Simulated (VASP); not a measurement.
Input of a VASP 6.6.1 run:

INCAR

```
SYSTEM = CsI
ALGO     = Normal         ! electronic algorithm
EDIFF    = 1E-7           ! SCF threshold, eV
ENCUT    = 520            ! plane-wave cutoff, eV
GGA      = PS             ! functional
ISIF     = 2              ! what is computed and relaxed
ISMEAR   = 0              ! smearing method
LASPH    = .TRUE.         ! aspherical terms in the spheres
LCHARG   = .FALSE.        ! write CHGCAR
LREAL    = .FALSE.        ! projectors in reciprocal space
LWAVE    = .FALSE.        ! write WAVECAR
NBANDS   = 15             ! bands
NELM     = 80             ! most SCF steps
PREC     = Accurate       ! precision mode
SIGMA    = 0.02           ! smearing width, eV
```

The input KPOINTS:

```
k-points
0
G
  6 6 6
  0 0 0
```

Contents of POSCAR:

```
CsI
1.0
    4.5033237164      0.0000000000      0.0000000000
    0.0000000000      4.5033237164      0.0000000000
    0.0000000000      0.0000000000      4.5033237164
Cs I
1 1
Direct
    0.0000000000      0.0000000000      0.0000000000
    0.5000000000      0.5000000000      0.5000000000
```

Potentials or basis: VASP PAW PBE potentials, release 64 (Cs_sv, I).

The run is started by

```console
$ cat potpaw_PBE.64/Cs_sv/POTCAR potpaw_PBE.64/I/POTCAR > POTCAR
$ mpirun -np 1 vasp_std > vasp.out
```

Problem. Estimate the pressure.

Solution. 0.1 GPa.

Problem. Predict the band gap on the k mesh.

Solution. 3.84 eV, indirect (least direct gap 3.92 eV).

Caveat: the PAW data sets were made with another functional, which shifts forces and pressure a little; spin-orbit coupling is left out, which moves the levels of the heavy elements. A k mesh can miss the band edges.
